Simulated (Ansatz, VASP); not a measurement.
**Cu in VASP and in Ansatz**

INCAR

```
SYSTEM = Cu
ALGO = Normal
EDIFF = 1E-7
ENCUT = 520
GGA = PE
ISIF = 2
ISMEAR = 0
LASPH = .True.
LCHARG = .False.
LREAL = .False.
LWAVE = .False.
NBANDS = 12
NELM = 80
PREC = Accurate
SIGMA = 0.1
```

Contents of KPOINTS:

```
k-points
0
Gamma
  8 8 8
  0 0 0
```

Contents of POSCAR:

```
Cu
1.0
    0.0000000000      1.8250000000      1.8250000000
    1.8250000000      0.0000000000      1.8250000000
    1.8250000000      1.8250000000      0.0000000000
Cu
1
Direct
    0.0000000000      0.0000000000      0.0000000000
```

Input for Ansatz:

```yaml
crystal:
  lattice:
    - [0.0, 1.825, 1.825]
    - [1.825, 0.0, 1.825]
    - [1.825, 1.825, 0.0]
  atoms:
    - { symbol: Cu, position: [0.0, 0.0, 0.0] }
basis:
  ecutwfc: 420
kpoints:
  mp_grid: { grid: [8, 8, 8] }
hamiltonian:
  xc: pbe
  pseudopotentials: { kind: paw, azcp: { folder: soft_1 } }
scf:
  occupations: { method: gaussian, width: 0.1 }
output:
  forces: true
  stress: true
  eigenvalues: true
```

Alike in both runs: task single point; functional PBE; k mesh 8 × 8 × 8; occupations gaussian, width 0.1 eV; no spin polarisation.

|  | VASP | Ansatz |
| --- | --- | --- |
| version | VASP 6.6.1 | Ansatz 0.2.0 |
| potentials or method | VASP PAW PBE potentials, release 64 (Cu) | scalar-relativistic, plane waves, PAW |
| plane-wave cutoff (eV) | 520 | 420 |
| valence electrons in the cell | 11 | 19 |

|  | VASP | Ansatz | Ansatz less VASP |
| --- | --- | --- | --- |
| gap on the k mesh at the Fermi level (eV) | none | none | - |
| pressure (GPa) | -1.0 | -1.6 | -0.61 |

A gap of «none» marks a metal or a gap that the smearing closes. The functional is the same, so the differences come from potentials, cutoffs and numerics. The two sets of potentials don't hold the same shells in valence.

Caveats: the k mesh is coarse (spacing up to 0.37 Å⁻¹), so the values aren't converged.
